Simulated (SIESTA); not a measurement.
## CdO (Monteponite): relaxation of cell and atoms with vdW-DF

The system is CdO (Monteponite).

```
Cd O
1.0
     0.00000    2.34950    2.34950
     2.34950    0.00000    2.34950
     2.34950    2.34950    0.00000
Cd O
1 1
Direct
  0.00000 0.00000 0.00000
  0.50000 0.50000 0.50000
```

| Property | Result |
| --- | --- |
| Program | SIESTA 5.4.2 |
| Task | relaxation of cell and atoms |
| Functional | vdW-DF |
| Potentials or basis | PseudoDojo 0.4 standard (PBE files) |
| Basis | DZP (energy shift 0.002 Ry) |
| Grid cutoff | 800 Ry |
| Energy shift | 0.002 Ry |
| k mesh | 10 × 10 × 10 |
| Occupations | fermi-dirac, width 0.05 eV |
| Spin | no spin polarisation |
| Target pressure | 20 GPa |
| optimiser | CG |
| force tolerance | 0.04 eV/Å |

| Quantity | Value |
| --- | --- |
| Relaxed volume | 12.50 Å³/atom |
| Relaxed cell | a = 3.282 Å, b = 3.282 Å, c = 3.282 Å, α = 60.00°, β = 60.00°, γ = 60.00° |
| Space group after relaxing (to 0.05 Å) | Fm-3m (No. 225) |
| Energy change on relaxing (the enthalpy is what falls) | +48.1 meV/atom |
| Ionic steps | 4 |
| Pressure after relaxing | 20.0 GPa |
| Band gap on the k mesh | none (metal or under the smearing width) |
| Hirshfeld charges | Cd +0.41; O -0.41 e |
| Voronoi charges | Cd +0.50; O -0.50 e |

The path:
| step | energy change (eV) | largest force (eV/Å) | pressure (GPa) | volume (Å³) |
| --- | --- | --- | --- | --- |
| 1 | 0.0000 | 0.0000 | 12.81 | 25.94 |
| 2 | 0.0889 | 0.0000 | 19.48 | 25.05 |
| 3 | 0.3092 | 0.0000 | 32.44 | 23.67 |
| 4 | 0.0962 | 0.0000 | 19.97 | 24.99 |

Final structure:
```xyz
2
Lattice="-0.0001 2.3205 2.3205 2.3205 -0.0001 2.3205 2.3205 2.3205 -0.0001" Properties=species:S:1:pos:R:3 pbc="T T T"
Cd    0.0000    0.0000    0.0000
O     2.3205    2.3205    2.3205
```

Wall time 2.7 min on 1 thread of Arm Neoverse V1, on a shared host, peak memory 0.33 GiB.

Caveat: semicore shells carry a single zeta, which can move pressures by several GPa and volumes by a few percent; the potentials were made for another functional, which shifts forces and pressure; the basis of atomic orbitals isn't converged, which shifts pressures, moduli and gaps.
